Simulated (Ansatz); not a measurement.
## CaO (NiAs type) from LDA to hybrids

All numbers come from Ansatz 0.2.0. The cell comes from a prototype generator: it can be a known phase or a hypothetical one. Spin polarisation is off.

The cell is CaO built on the NiAs prototype; cell and atoms were relaxed with r2SCAN. The symmetry is P6_3/mmc (No. 194, hexagonal); conventional cell a = 3.320 Å, c = 5.814 Å, 13.87 Å³ an atom. Ca has 6 O at 2.41 Å; O has 6 Ca at 2.41 Å.

```cif
data_structure
_symmetry_space_group_name_H-M 'P6_3/mmc'
_symmetry_Int_Tables_number 194
_cell_length_a 3.3199
_cell_length_b 3.3199
_cell_length_c 5.8143
_cell_angle_alpha 90.000
_cell_angle_beta 90.000
_cell_angle_gamma 120.000
_cell_volume 55.50
loop_
_atom_site_label
_atom_site_type_symbol
_atom_site_symmetry_multiplicity
_atom_site_Wyckoff_symbol
_atom_site_fract_x
_atom_site_fract_y
_atom_site_fract_z
_atom_site_occupancy
Ca1 Ca 2 a 0.00000 0.00000 0.00000 1
O1 O 2 c 0.33333 0.66667 0.25000 1
```

Relaxed lattice by functional, symmetry kept:
```tsv
functional	k mesh	a (Å)	c (Å)	volume (Å³/atom)
PBE	12×12×4	3.346	5.867	14.22
r2SCAN	12×12×4	3.320	5.814	13.87
PBEsol	12×12×4	3.301	5.788	13.65
LDA	12×12×4	3.260	5.711	13.14
HSE06	6×6×4	3.322	5.822	13.91
```

Gaps on the r2SCAN cell, each the least over its mesh and the special points:
```tsv
level	k mesh	gap (eV)	kind	edges	least direct gap (eV)	rough cost
LDA	12×12×4	3.68	direct	Γ	3.68	4 core-seconds
PBE	12×12×4	3.85	direct	Γ	3.85	7 core-seconds
r2SCAN	12×12×4	4.41	direct	Γ	4.41	14 core-seconds
HSE06	6×6×4	5.56	direct	Γ	5.56	100 core-seconds
DDH-PBE0	6×6×4	6.43	direct	Γ	6.43	2.4 core-minutes
PBE0	6×6×4	6.31	direct	Γ	6.31	100 core-seconds
r2SCAN0	6×6×4	6.69	direct	Γ	6.69	2.2 core-minutes
LC-ωPBE	6×6×4 alone	11.13	direct	Γ	11.13	60 core-seconds
G0W0@PBE (165 empty bands, 120 eV, 6×6×4)	6×6×4	6.09	–	Γ (mesh)	–	4 core-minutes
G0W0@PBE (411 empty bands, 220 eV, 6×6×4)	6×6×4	6.26	–	Γ (mesh)	–	30 core-minutes
```
PBE: smearing of 0.02 eV; the others have fixed occupations.
Wave cutoffs: 420 eV, 500 eV (r2SCAN, r2SCAN0).
A mesh marked alone had no extra points solved.
The G0W0 gap is PBE's gap over the path plus the quasiparticle shift read on the mesh. No extrapolation in bands, cutoff or mesh was made for G0W0.
Costs come from shared machines and give only the order; PBE's includes the band path. The runs had 2 threads of Arm Neoverse V1 (shared host).

HSE06 gives a direct gap of 5.56 eV at Γ. With r2SCAN, at Γ the top three valence levels group as 2+1 from the top, spread over 246 meV.

Set against the finite-basis gap of 6.26 eV from G0W0@PBE (411 empty bands, 220 eV, 6×6×4), the closest functional is PBE0, which differs by +0.04 eV, at about 7 times r2SCAN's rough cost; G0W0 itself took about 130 times r2SCAN's rough cost. The others: DDH-PBE0 +0.17, r2SCAN0 +0.43, HSE06 -0.70, r2SCAN -1.86, PBE -2.41, LDA -2.58, LC-ωPBE +4.86 eV. The yardstick still moved by +0.17 eV in its last step of bands and cutoff, so this order can change. r2SCAN covers 33 % of the step from PBE to HSE06, while HSE06 needs about 7 times r2SCAN's rough cost (on a coarser mesh). Among these functionals the gap stays direct.

r2SCAN (ground state on 9×9×4): The electronic dielectric tensor ε∞ is 3.48 along x and y, 3.64 along z. Born charges, averaged over directions: Ca +2.35, O -2.35 e. PBE (ground state on 9×9×4): The clamped-ion dielectric constant comes out as 3.75 along x and y, 3.92 along z. Born charges, averaged over directions: Ca +2.38, O -2.38 e.

The splittings at Γ are without spin-orbit coupling, which regroups them where it is of like size.
